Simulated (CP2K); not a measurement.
Crystal: HfO2.

```
Hf O
1.0
     3.55802    0.00000    0.00000
     0.00000    3.55802    0.00000
     0.00000    0.00000    5.17186
Hf O
2 4
Direct
  0.00000 0.00000 0.00000
  0.50000 0.50000 0.50000
  0.00000 0.50000 0.19721
  0.50000 0.00000 0.30279
  0.50000 0.00000 0.80279
  0.00000 0.50000 0.69721
```

Measurements of this composition are mostly on another form, of space group No. 14.

Base run:

| Item | Value |
| --- | --- |
| Program | CP2K 2026.2 |
| Functional | PBEsol |
| Potentials or basis | POTENTIAL_UZH Hf GTH-PBE-q12, O GTH-PBE-q6; TZVP-MOLOPT-PBE-GTH basis |
| Density cutoff | 8163 eV |
| k mesh | 8 × 8 × 5 |
| Occupations | fermi-dirac, width 0.1 eV |
| Spin | no spin polarisation |

Its results: band gap on the k mesh 4.76 eV, indirect (least direct gap 4.84 eV).

Task: The run is repeated on the same cell with these changes: functional from PBEsol to TB-mBJ; density cutoff from 8163 eV to 11565 eV; cutoff of the grids from 600 Ry to 850 Ry. What comes out?

Result: Band gap on the k mesh 5.06 eV, indirect (least direct gap 5.14 eV).

Caveats: spin-orbit coupling is left out, which moves the levels of the heavy elements; the basis of atomic orbitals isn't converged, which shifts pressures, moduli and gaps; this is a model potential without an energy functional, so only levels have meaning (some runs).

Not every run made on this cell is shown here.
